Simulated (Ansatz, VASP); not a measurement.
**I: VASP beside Ansatz**

```
CELL_PARAMETERS angstrom
3.63503 -2.39502 0.00000
3.63503 2.39502 0.00000
0.00000 0.00000 9.79344
ATOMIC_POSITIONS crystal
I 0.64930 0.35070 0.38440
I 0.14930 0.85070 0.11560
I 0.35070 0.64930 0.61560
I 0.85070 0.14930 0.88440
```

Alike in both runs: task single point; functional PBE; k mesh 7 × 7 × 3; occupations fermi-dirac, width 0.05 eV; no spin polarisation.

|  | VASP | Ansatz |
| --- | --- | --- |
| version | VASP 6.6.1 | Ansatz 0.2.0 |
| potentials or method | VASP PAW PBE potentials, release 64 (I) | Ansatz PAW |
| plane-wave cutoff (eV) | 520 | 420 |
| valence electrons in the cell | 28 | 68 |

```tsv
	VASP	Ansatz	Ansatz less VASP
gap on the k mesh at the Fermi level (eV)	1.33	1.33	-0.008
least direct gap on the mesh (eV)	1.41	1.41	-0.005
pressure (GPa)	1.7	1.8	+0.02
largest component of the traceless stress (GPa)	0.94	0.96	+0.023
rms of the force components (eV/Å)	0.487	0.496	+0.0086
```

Atom by atom the forces differ by 0.009 eV/Å (rms over components). The two sets of potentials don't hold the same shells in valence.

Caveats: spin-orbit coupling is left out, which moves the levels of the heavy elements; an odd mesh through Γ misses points on the zone boundary, where band edges often lie (VASP); odd divisions of the mesh miss points on the zone boundary, where band edges often lie, so the gap on the mesh can be too wide (Ansatz).
